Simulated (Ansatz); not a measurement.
Al2O3:

```
CELL_PARAMETERS angstrom
4.61378 0.00000 0.00000
0.00000 9.56328 0.00000
0.00000 0.00000 3.11986
ATOMIC_POSITIONS crystal
Al 0.98298 0.82457 0.00000
Al 0.01702 0.17543 0.00000
Al 0.48297 0.67543 0.50000
Al 0.51702 0.32457 0.50000
O 0.50000 0.50000 0.50000
O 0.12363 0.75305 0.50000
O 0.37637 0.25305 0.00000
O 0.62364 0.74695 0.00000
O 0.00000 0.00000 0.00000
O 0.87636 0.24695 0.50000
```

Measurements of this composition are mostly on another form, of space group No. 167.

```yaml
Program: Ansatz 0.2.0
Task: relaxation of cell and atoms
Functional: PBEsol
Dispersion: D4
Potentials_or_basis: Ansatz PAW
Cutoff: "420 eV (not typed: the program's choice for these potentials)"
k_mesh: 6 × 3 × 9
Occupations: fermi-dirac, width 0.05 eV
Spin: no spin polarisation
```

At the start: volume 13.77 Å³/atom.

Question: Where does the relaxation end?

Answer: It ends after 17 steps and the volume is 13.06 Å³/atom (-5.1 %); space group Pnnm (No. 58, to 0.05 Å).

Step by step:
| step | energy change (eV) | largest force (eV/Å) | volume (Å³) |
| --- | --- | --- | --- |
| 1 | 0.0000 | 0.1737 | 137.66 |
| 2 | -0.0829 | 0.1173 | 136.33 |
| 3 | -0.1540 | 0.0963 | 135.09 |
| 4 | -0.1723 | 0.0643 | 135.30 |
| 5 | -0.1914 | 0.1763 | 136.47 |
| 6 | -0.2095 | 0.0453 | 135.46 |
| 7 | -0.2231 | 0.2348 | 133.89 |
| 8 | -0.2389 | 0.0414 | 132.21 |
| 9 | -0.2406 | 0.0033 | 131.88 |
| 10 | -0.2420 | 0.0092 | 131.52 |
| 11 | -0.2421 | 0.0012 | 131.51 |
| 12 | -0.2273 | 0.0007 | 131.51 |
| 13 | -0.2311 | 0.0325 | 130.57 |
| 14 | -0.2309 | 0.0056 | 130.66 |
| 15 | -0.2277 | 0.0056 | 130.66 |
| 16 | -0.2280 | 0.0002 | 130.58 |
| 17 | -0.2276 | 0.0003 | 130.58 |

Final structure:
```xyz
10
Lattice="4.5506 0.0000 0.0000 0.0000 9.5812 0.0000 0.0000 0.0000 2.9950" Properties=species:S:1:pos:R:3 pbc="T T T"
Al    5.0590    7.9848    0.0000
Al   -0.5084    1.5964    0.0000
Al    2.7837    6.3870    1.4975
Al    1.7669    3.1942    1.4975
O     2.2753    4.7906    1.4975
O     1.3776    7.5176    1.4975
O     0.8977    2.7270    0.0000
O     3.6529    6.8542    0.0000
O     0.0000    0.0000    0.0000
O     3.1730    2.0636    1.4975
```

Caveat: the plane-wave basis is chosen anew once the cell has moved, so the energies of steps on either side of that aren't comparable; the pressure holds a Pulay correction of +0.6 GPa for the finite cutoff; the PAW data sets come from PBE, with cores solved anew for the run's functional, which leaves a small shift of forces and pressure.
